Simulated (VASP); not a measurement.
Here is a VASP 6.6.1 calculation.

Contents of INCAR:

```
SYSTEM = H14CO8
PREC     = Accurate       ! precision mode
ENCUT    = 520            ! plane-wave cutoff, eV
EDIFF    = 1E-7           ! SCF threshold, eV
ISMEAR   = -1             ! smearing method
SIGMA    = 0.02           ! smearing width, eV
LREAL    = Auto         
LASPH    = .True.         ! aspherical terms in the spheres
NELM     = 100            ! most SCF steps
ALGO     = Normal         ! electronic algorithm
ISIF     = 2              ! what is computed and relaxed
LWAVE    = .False.        ! write WAVECAR
LCHARG   = .False.        ! write CHGCAR
GGA      = PE             ! functional
IVDW     = 12             ! dispersion correction
NBANDS   = 50             ! bands
```

Contents of KPOINTS:

```
Automatic mesh
0
Gamma
  1 1 1
  0 0 0
```

POSCAR

```
H14CO8
1.0
    6.2402510000      0.0000000000      0.0000000000
    0.0000000000      6.2402510000      0.0000000000
    0.0000000000      0.0000000000      6.2402510000
O H C
8 14 1
Direct
    0.4962300395      0.7000679941      0.7895515741
   -0.0963102285      0.8666638570      0.8840029031
    0.7667319792      0.2336284230      0.3741355917
    0.1755057609      0.5004446135      0.5759063217
    0.7878689495      0.5832137201      0.1671407128
    0.8952043756      0.3207563286      0.8487479109
    0.4972876892      0.1389046691      0.0770481828
    0.2121869777      0.1326228705      0.2977123837
    0.4908456407      0.6426664568      0.9281357433
    0.3839589145      0.6294778848      0.7048915180
   -0.0474019394      1.0134848742      0.8826888534
   -0.2462721451      0.8828971783      0.8504465606
    0.7848242002      0.3912182379      0.3228716281
    0.8889225770      0.1578942898      0.3315411511
    0.0818877318      0.5908896934      0.4925923653
    0.1841913090      0.3577259953      0.4779935935
    0.8634268077      0.7080804923      0.1038580019
    0.7788468765      0.4964543894      0.0390849663
    1.0121547995      0.4045830849      0.7869074497
    0.8066822953      0.2849084115      0.7204678145
    0.5903288185      0.1991426306      0.1982772808
    0.2265133245     -0.0132847220     -0.0045991740
    0.3054684820      0.0782340326      0.1303633460
```

Potentials or basis: VASP PAW PBE potentials, release 64 (O, H, C).

Command:

```sh
$ cat potpaw_PBE.64/O/POTCAR potpaw_PBE.64/H/POTCAR potpaw_PBE.64/C/POTCAR > POTCAR
$ mpirun -np 1 vasp_gam > vasp.out
```

(1) What does it give for the band gap on the k mesh?

(2) Estimate the largest force.

(3) What does it give for the dispersion energy per atom?

(4) Predict the pressure.

Answers

(1) 4.85 eV, direct.

(2) 3.180 eV/Å.

(3) -0.037 eV.

(4) 1.2 GPa.

Caveat: the standard files for N, O and F lose accuracy on very short bonds.
